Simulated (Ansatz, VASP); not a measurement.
**KBr: VASP beside Ansatz**

```
K Br
1.0
     3.87453    0.00000    0.00000
     0.00000    3.87453    0.00000
     0.00000    0.00000    4.00432
K Br
1 1
Cartesian
  0.0000 0.0000 0.0000
  1.9373 1.9373 2.0022
```

Change from the starting cell: epitaxial_xy strain -2.6%.

Alike in both runs: task single point; functional PBE; k mesh 6 × 6 × 6; occupations fermi-dirac, width 0.02 eV; no spin polarisation.

|  | VASP | Ansatz |
| --- | --- | --- |
| version | VASP 6.6.1 | Ansatz 0.2.0 |
| potentials or method | VASP PAW PBE potentials, release 64 (K_sv, Br) | plane waves, PAW |
| plane-wave cutoff (eV) | 520 | 420 |
| valence electrons in the cell | 16 | 16 |

|  | VASP | Ansatz | Ansatz less VASP |
| --- | --- | --- | --- |
| gap on the k mesh at the Fermi level (eV) | 4.10 | 4.10 | +0.002 |
| pressure (GPa) | 1.8 | 1.8 | -0.05 |
| largest component of the traceless stress (GPa) | 0.88 | 0.88 | +0.002 |

A k mesh can miss the band edges.
